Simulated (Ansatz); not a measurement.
Slab: MoS2, a slab with vacuum.

```
Mo S
1.0
     3.18413    0.00000    0.00000
    -1.59206    2.75753    0.00000
     0.00000    0.00000   17.33460
Mo S
1 2
Cartesian
  0.0000 0.0000 0.0000
  0.0000 1.8384 15.7833
  0.0000 1.8384 1.5513
```

* Program: Ansatz 0.2.0
* Task: single point
* Functional: PBE
* Potentials or basis: all-electron LAPW, scalar-relativistic
* Cutoff: 262 eV (chosen from the basis error)
* Basis error allowed: 0.001 eV/atom
* k mesh: 10 × 10 × 2
* Occupations: fermi-dirac, width 0.05 eV
* Spin: no spin polarisation

On this cell: largest force 0.219 eV/Å; band gap on the k mesh 1.73 eV, indirect (least direct gap 1.92 eV).

The same run follows on a disturbed copy (atoms moved at random, drawn with an rms of 0.05 Å):

```
Mo S
1.0
     3.18413    0.00000    0.00000
    -1.59206    2.75753    0.00000
     0.00000    0.00000   17.33460
Mo S
1 2
Cartesian
  0.0313 -0.0382 -0.0082
  0.0027 1.8229 15.7841
  -0.0186 1.8067 1.5519
```

Question: What changes?

Answer: The energy moves by +6.8 meV/atom; largest force 0.886 eV/Å; band gap on the k mesh 1.72 eV, indirect (least direct gap 1.91 eV).

Forces in eV/Å, atoms in the order of the input:
```
Mo  -0.791  0.304  0.260
S    0.307 -0.223 -0.375
S    0.484 -0.082  0.115
```

Stress tensor (GPa, compression positive):
```
 0.40 -0.26  0.30
-0.26  0.20  0.23
 0.30  0.23  0.80
```

A k mesh can miss the band edges.
